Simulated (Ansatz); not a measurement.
WSe$_{2}$: moving W off its site

WSe$_{2}$, P-6m2, a = 3.318 Å, c = 16.658 Å (as given, not relaxed at this level: -1.7 GPa, forces to 0.19 eV/Å). The cell holds a free layer, 13 Å of vacuum away from its images, not a bulk crystal. Ansatz: PBEsol+D3(BJ), PAW, 420 eV, Γ-centred 12×12×2 mesh on 3 atoms, Gaussian smearing 0.05 eV; no spin polarisation.

```
W Se
1.0
     3.31794    0.00000    0.00000
    -1.65897    2.87342    0.00000
     0.00000    0.00000   16.65814
W Se
1 2
Direct
  0.00000 0.00000 0.00000
  0.33333 0.66667 0.09979
  0.33333 0.66667 0.90021
```

Atom 1 (W) moves by x along the unit vector (-0.500, -0.866, 0.000), with its periodic images; all else is held. y is the free energy of the cell over the start, F the force along the path summed over the moved atoms. Symmetry makes y even in x.

| x (Å) | y (meV) | F (eV/Å) |
| --- | --- | --- |
| -0.1000 | ? | ? |
| -0.0500 | 22.8 | 0.91 |
| 0.0000 | 0.0 | 0.00 |
| 0.0125 | 1.4 | -0.23 |
| 0.0250 | 5.7 | -0.46 |
| 0.0375 | 12.8 | -0.68 |
| 0.0625 | 35.6 | -1.14 |
| 0.0750 | 51.2 | -1.36 |
| 0.0875 | 69.7 | -1.59 |

Fit y = c2 x² + c4 x⁴ to the energies of the other rows, give the force constant, and predict energy and force of the missing row.

Least squares on the rows shown. y = 9117 x² − 1933 x⁴. The force constant is 2 c2 = 18.2 eV/Å² (for all images moving together, not for a lone atom). The force −dy/dx at the missing row is 1.82 eV/Å (computed 1.81). At x = -0.1000 the fit asked for gives 91.0 meV. The run gave 91.0 meV, the same to the digits shown.

Spin–orbit coupling is left out, which can shift energies with elements as heavy as these.

This form isn't the usual stable structure of the compound.